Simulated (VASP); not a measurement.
Input of a VASP 6.6.1 run:

The input INCAR:

```
SYSTEM = NiO
PREC = Accurate
ENCUT = 520
EDIFF = 1E-7
ISMEAR = 0
SIGMA = 0.02
LREAL = .FALSE.
LASPH = .TRUE.
NELM = 150
ALGO = Normal
ISIF = 2
LWAVE = .FALSE.
LCHARG = .FALSE.
ISPIN = 2
MAGMOM = 1.85 -1.85 0 -0
LORBIT = 11
LMAXMIX = 4
LDAU = .TRUE.
LDAUTYPE = 2
LDAUL = 2 -1
LDAUU = 6.2 0
LDAUJ = 0 0
LDAUPRINT = 1
GGA = PE
```

KPOINTS

```
regular mesh
0
G
  7 7 7
  0 0 0
```

The input POSCAR:

```
NiO
1.0
    0.0000000000      2.1262710000      2.1262710000
    2.1262710000      0.0000024700      2.1262690000
    4.2491120000      2.1228360000     -2.1228360000
Ni O
2 2
Direct
    0.0000000000      0.0000000000      0.0000000000
    0.5000000000      0.0000000000      0.5000000000
    0.7500000000      0.5000000000      0.2500000000
    1.2500000000      0.5000000000      0.7500000000
```

File KPOINTS_OPT:

```
path GLB1,BZGX,QFP1Z,LP
20
line-mode
reciprocal
 0.0000000000  0.0000000000  0.0000000000  G
-0.5000000000  0.0000000000  0.0000000000  L

-0.5000000000  0.0000000000  0.0000000000  L
-0.3124494614  0.3751010772  0.1875505386  B1

-0.3124494614  0.3124494614 -0.1875505386  B
 0.0000000000  0.0000000000 -0.5000000000  Z

 0.0000000000  0.0000000000 -0.5000000000  Z
 0.0000000000  0.0000000000  0.0000000000  G

 0.0000000000  0.0000000000  0.0000000000  G
-0.3437752693  0.3437752693  0.3437752693  X

-0.3124494614  0.3437752693  0.0000000000  Q
 0.0000000000  0.5000000000  0.0000000000  F

 0.0000000000  0.5000000000  0.0000000000  F
 0.0000000000  0.4686741921 -0.1875505386  P1

 0.0000000000  0.4686741921 -0.1875505386  P1
 0.0000000000  0.0000000000 -0.5000000000  Z

-0.5000000000  0.0000000000  0.0000000000  L
-0.4686741921  0.0000000000 -0.3437752693  P
```

Potentials or basis: VASP PAW PBE potentials, release 64 (Ni, O).

Run with:

```bash
$ cat potpaw_PBE.64/Ni/POTCAR potpaw_PBE.64/O/POTCAR > POTCAR
$ mpirun -np 1 vasp_std > vasp.out
```

Estimate the site moments.

Ni +1.76, -1.76; O +0.00 μB.

Predict the net moment.

0.00 μB per cell.

Levels at the corners of the path, in eV from the valence-band top:
Spin up:
```tsv
point	band 13	band 14	band 15	band 16	band 17	band 18	band 19	band 20
Γ	-0.70	-0.68	-0.68	-0.66	3.04	4.24	4.24	7.14
L	-1.87	-1.66	-1.22	-0.58	4.17	4.19	8.74	9.04
L	-1.87	-1.66	-1.22	-0.58	4.17	4.19	8.74	9.04
B1	-2.17	-1.91	-1.10	-0.86	4.19	4.26	9.63	9.88
B	-2.17	-1.91	-1.10	-0.86	4.19	4.27	9.63	9.88
Z	-1.25	-1.25	0.00	0.00	4.11	4.11	5.74	5.86
Z	-1.25	-1.25	0.00	0.00	4.11	4.11	5.74	5.86
Γ	-0.70	-0.68	-0.68	-0.66	3.04	4.24	4.24	7.14
Γ	-0.70	-0.68	-0.68	-0.66	3.04	4.24	4.24	7.14
X	-2.16	-1.88	-1.11	-0.92	4.19	4.26	9.74	10.09
Q	-2.16	-1.88	-1.11	-0.92	4.19	4.26	9.74	10.09
F	-1.98	-1.97	-0.63	-0.52	4.41	4.54	7.15	7.49
F	-1.98	-1.97	-0.63	-0.52	4.41	4.54	7.15	7.49
P1	-1.82	-1.80	-0.70	-0.67	4.35	4.37	7.65	7.76
P1	-1.82	-1.80	-0.70	-0.67	4.35	4.37	7.65	7.76
Z	-1.25	-1.25	0.00	0.00	4.11	4.11	5.74	5.86
L	-1.87	-1.66	-1.22	-0.58	4.17	4.19	8.74	9.04
P	-1.82	-1.80	-0.70	-0.67	4.35	4.37	7.65	7.76
```
Spin down:
```csv
point,band 12,band 13,band 14,band 15,band 16,band 17,band 18,band 19,band 20
Γ,-0.70,-0.70,-0.68,-0.68,-0.66,3.04,4.24,4.24,7.14
L,-2.21,-1.87,-1.66,-1.22,-0.58,4.17,4.19,8.74,9.04
L,-2.21,-1.87,-1.66,-1.22,-0.58,4.17,4.19,8.74,9.04
B1,-2.35,-2.17,-1.91,-1.10,-0.86,4.19,4.26,9.63,9.88
B,-2.35,-2.17,-1.91,-1.10,-0.86,4.19,4.27,9.63,9.88
Z,-1.93,-1.25,-1.25,0.00,0.00,4.11,4.11,5.74,5.86
Z,-1.93,-1.25,-1.25,0.00,0.00,4.11,4.11,5.74,5.86
Γ,-0.70,-0.70,-0.68,-0.68,-0.66,3.04,4.24,4.24,7.14
Γ,-0.70,-0.70,-0.68,-0.68,-0.66,3.04,4.24,4.24,7.14
X,-2.32,-2.16,-1.88,-1.11,-0.92,4.19,4.26,9.74,10.10
Q,-2.32,-2.16,-1.88,-1.11,-0.92,4.19,4.26,9.74,10.09
F,-2.04,-1.98,-1.97,-0.63,-0.52,4.41,4.54,7.15,7.49
F,-2.04,-1.98,-1.97,-0.63,-0.52,4.41,4.54,7.15,7.49
P1,-2.14,-1.82,-1.80,-0.70,-0.67,4.35,4.37,7.65,7.76
P1,-2.14,-1.82,-1.80,-0.70,-0.67,4.35,4.37,7.65,7.76
Z,-1.93,-1.25,-1.25,0.00,0.00,4.11,4.11,5.74,5.86
L,-2.21,-1.87,-1.66,-1.22,-0.58,4.17,4.19,8.74,9.04
P,-2.14,-1.82,-1.80,-0.70,-0.67,4.35,4.37,7.65,7.76
```

The state reached can hang on the start; a lower one may exist.
